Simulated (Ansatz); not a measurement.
Set up this calculation in Ansatz 0.2.0, as the native input.

| Quantity | Value |
| --- | --- |
| Task | band structure |
| Functional | PBEsol |
| Potentials or basis | all-electron LAPW, scalar-relativistic |
| Cutoff | 211 eV (chosen from the basis error) |
| Basis error allowed | 0.001 eV/atom |
| k mesh | 10 × 10 × 10 |
| Occupations | fermi-dirac, width 0.05 eV |
| Spin | no spin polarisation |

The system is Hf.

```xyz
1
Lattice="0.0000 2.2200 2.2200 2.2200 0.0000 2.2200 2.2200 2.2200 0.0000" Properties=species:S:1:pos:R:3 pbc="T T T"
Hf    0.0000    0.0000    0.0000
```

This isn't the form of Hf at room conditions, which is hcp.

The input as run:

input.yaml

```yaml
crystal:
  lattice:
    - [0.0, 2.22, 2.22]
    - [2.22, 0.0, 2.22]
    - [2.22, 2.22, 0.0]
  atoms:
    - { symbol: Hf, position: [0.0, 0.0, 0.0] }
kpoints:
  mp_grid: { grid: [10, 10, 10] }
  band_path:
    path:
      - [0.0, 0.0, 0.0]
      - [0.5, 0.0, 0.5]
      - [0.5, 0.25, 0.75]
      - [0.375, 0.375, 0.75]
      - [0.0, 0.0, 0.0]
      - [0.5, 0.5, 0.5]
      - [0.625, 0.25, 0.625]
      - [0.5, 0.25, 0.75]
    npoints: 10
scf:
  occupations: { method: fermi_dirac, width: 0.05 }
hamiltonian:
  xc: pbesol
  pseudopotentials: { kind: all_electron, lapw: { basis_error: 0.001 } }
output:
  forces: true
  stress: true
  eigenvalues: true
```

Potentials or basis: all-electron LAPW, scalar-relativistic.

The run is started by

```bash
$ ansatz run input.yaml --threads 1 --pin off --max-ram 3072MiB --backend cpu --events-out ev --progress --plain --runs-dir out
```

It gave:

| Item | Value |
| --- | --- |
| Pressure | -1.7 GPa |
| Band gap along the path | none (metal or under the smearing width) |

Caveat: spin-orbit coupling is left out, which moves the levels of the heavy elements.

Run time: 7.3 s on 1 thread of AMD EPYC 7R13 Processor (Zen 3), on a shared host, peak memory 0.3 GiB.
